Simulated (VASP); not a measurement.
Wanted: the native input for a VASP 6.6.1 run.

```yaml
Task: Born charges and dielectric tensor
Functional: LDA
Potentials_or_basis: VASP PAW LDA potentials, release 64 (Al, N)
Cutoff: 600 eV
k_mesh: 10 × 10 × 10
Occupations: gaussian, width 0.02 eV
Spin: no spin polarisation
Further_INCAR_settings: ALGO = Fast; EDIFF = 1e-08; IBRION = 8; NSW = 1
```

The structure of AlN lies in POSCAR:

```
AlN
1.0
    0.0000000000      2.0455400000      2.0455400000
    2.0455400000      0.0000000000      2.0455400000
    2.0455400000      2.0455400000      0.0000000000
Al N
1 1
Direct
    0.5000000000      0.5000000000      0.5000000000
    0.0000000000      0.0000000000      0.0000000000
```

Measurements of this composition are mostly on another form, of space group No. 186.

These files were run (other wordings do the same):

INCAR

```
  PREC = Accurate
  ENCUT = 600
  EDIFF = 1E-8
  ISMEAR = 0
  SIGMA = 0.02
  LREAL = False
  LASPH = True
  NELM = 100
  ALGO = Fast
  ISIF = 2
  LWAVE = False
  LCHARG = False
  LEPSILON = True
  IBRION = 8
  NSW = 1
```

KPOINTS

```
Automatic mesh
0
Gamma
  10 10 10
```

Potentials or basis: VASP PAW LDA potentials, release 64 (Al, N).

The run is started by

```bash
$ cat potpaw_LDA.64/Al/POTCAR potpaw_LDA.64/N/POTCAR > POTCAR
$ mpirun -np 1 vasp_std > vasp.out
```

Results of the run:

```yaml
Band_gap_on_the_k_mesh: 4.13 eV, indirect (least direct gap 5.27 eV)
Electronic_dielectric_tensor_diagonal: 5.23
Born_charges_mean_of_the_diagonal: Al +2.99; N -2.99 e
Highest_phonon_frequency_at_Γ_LO-TO_splitting_left_out: 410 cm⁻¹
```

Run time: 33 s on 1 thread of Intel(R) Xeon(R) 6975P-C (Granite Rapids), on a shared host, peak memory 0.17 GiB.
